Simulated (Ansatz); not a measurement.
SnTe under changes of volume

One of the cells (31.281 Å³/atom); the others are scaled copies at fixed shape and fractional positions:

```
Te Sn
1.0
     0.00000    3.15085    3.15085
     3.15085    0.00000    3.15085
     3.15085    3.15085    0.00000
Te Sn
1 1
Direct
  0.50000 0.50000 0.50000
  0.00000 0.00000 0.00000
```

```yaml
Program: Ansatz 0.2.0
Functional: PBE
Potentials_or_basis: Ansatz PAW
Cutoff: "420 eV (not typed: the program's choice for these potentials)"
k_mesh: 7 × 7 × 7
Occupations: fermi-dirac, width 0.05 eV
Spin: no spin polarisation
```

```tsv
volume (Å³/atom)	energy over the lowest point (meV/atom)	pressure (GPa)
29.404	55.89	5.7
30.030	36.05	4.4
30.656	?	?
31.281	10.30	2.2
31.907	3.47	1.3
32.532	0.15	0.4
33.158	0.00	-0.3
```

What does the run at 30.656 Å³/atom give?

Energy over the lowest point 21.01 meV/atom; pressure 3.3 GPa.

Worked out: A Birch-Murnaghan fit of order 3 (a polynomial in V^(-2/3)) to the other rows has its minimum at 32.87 Å³/atom with B0 = V·E''(V) = 40 GPa and B' = 4.4. It gives 21.01 meV/atom at 30.656 Å³/atom, against the run's 21.01, and -dE/dV = 3.3 GPa, against 3.3.

Energies are extrapolated to zero smearing.
